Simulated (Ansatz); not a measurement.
**Fe under changes of volume**

One of the cells (12.019 Å³/atom); the others are scaled copies at fixed shape and fractional positions:

```
Fe
1.0
    -1.44300    1.44300    1.44300
     1.44300   -1.44300    1.44300
     1.44300    1.44300   -1.44300
Fe
1
Direct
  0.00000 0.00000 0.00000
```

```yaml
Program: Ansatz 0.2.0
Functional: PBE
Potentials_or_basis: Ansatz PAW
Cutoff: "420 eV (not typed: the program's choice for these potentials)"
k_mesh: 13 × 13 × 13
Occupations: fermi-dirac, width 0.05 eV
Spin: collinear spin, ferromagnetic start
Starting_moments: "[3.0] μB"
```

| volume (Å³/atom) | energy over the lowest point (meV/atom) | pressure (GPa) | moment (μB per cell) |
| --- | --- | --- | --- |
| 11.298 | 0.00 | 0.2 | 2.12 |
| 11.538 | 2.91 | -3.8 | 2.15 |
| 11.778 | 11.42 | -7.1 | 2.19 |
| 12.019 | ? | ? | ? |
| 12.259 | 40.07 | -11.5 | 2.32 |
| 12.499 | 58.78 | -13.0 | 2.39 |
| 12.740 | 78.71 | -13.4 | 2.51 |

Problem. What does the run at 12.019 Å³/atom give?

Solution. Energy over the lowest point 24.22 meV/atom; pressure -9.5 GPa; moment 2.25 μB per cell.

Worked out: A Birch-Murnaghan fit of order 3 (a polynomial in V^(-2/3)) to the other rows has its minimum at 11.31 Å³/atom with B0 = V·E''(V) = 217 GPa (rough, since the energies scatter). It gives 24.18 meV/atom at 12.019 Å³/atom, against the run's 24.22, and -dE/dV = -9.7 GPa, against -9.5. A parabola through the other rows of the moment, of slope 0.265 μB per Å³/atom there, gives 2.24 μB, against the run's 2.25.

Energies are extrapolated to zero smearing.
